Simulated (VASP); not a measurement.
InP, 2 atoms in the cell. It takes space group F-43m (No. 216, cubic). Conventional cell: a = 5.813 Å, b = 5.813 Å, c = 5.813 Å, α = 90.00°, β = 90.00°, γ = 90.00°. In (site symmetry -43m) has 4 P at 2.52 Å as nearest neighbours. Around P (site symmetry -43m) lie 4 In at 2.52 Å.  The cell isn't the ideal one: a relaxed cell with its volume scaled by 0.96.

* Program: VASP 6.6.1
* Task: relaxation of the atoms
* Functional: PBE
* Dispersion: D3(BJ)
* Potentials or basis: VASP PAW PBE potentials, release 64 (In_d, P)
* Cutoff: 600 eV
* k mesh: 8 × 8 × 8
* Occupations: gaussian, width 0.03 eV
* Spin: no spin polarisation
* Further INCAR settings: ALGO = Fast; EDIFF = 1e-07; IBRION = 2; EDIFFG = -0.01; NSW = 40

Potentials or basis: VASP PAW PBE potentials, release 64 (In_d, P).

Run with:

```bash
$ cat potpaw_PBE.64/In_d/POTCAR potpaw_PBE.64/P/POTCAR > POTCAR
$ mpirun -np 1 vasp_std > vasp.out
```

Hardware: 1 thread of Intel(R) Xeon(R) Platinum 8259CL CPU @ 2.50GHz (Skylake/Cascade Lake), with other jobs on the host.

Question: How long does it take, and how much memory?

Answer: Run time: 28 s on 1 thread of Intel(R) Xeon(R) Platinum 8259CL CPU @ 2.50GHz (Skylake/Cascade Lake) (shared host), peak memory 0.22 GiB. Counts: scf iterations 17, k points 29, ion steps 1.
